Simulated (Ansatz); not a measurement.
# hcp against fcc along group 15

Level of theory: Ansatz 0.2.0, DFT, revPBE, plane waves (420 eV) with PAW, scalar-relativistic. The PAW files were generated under PBE, with cores re-solved for the functional.

Each structure is relaxed within its symmetry, in the lowest magnetic state of the tried starts. Differences under about 8 meV lie within the error of the k-point mesh.

| element | E(hcp) − E(fcc) (meV/atom) | V(hcp) (Å³/atom) | V(fcc) (Å³/atom) | state of hcp | state of fcc |
| --- | --- | --- | --- | --- | --- |
| As | ? | ? | ? | ? | ? |
| Sb | -36 | 27.85 | 27.89 | spin not included | spin not included |
| Bi | -46 | 32.27 | 32.51 | spin not included | spin not included |

Question: Fill in the row of As.

Answer: E(hcp) − E(fcc) (meV/atom): -35; V(hcp) (Å³/atom): 19.53; V(fcc) (Å³/atom): 19.63; state of hcp: spin not included; state of fcc: spin not included.
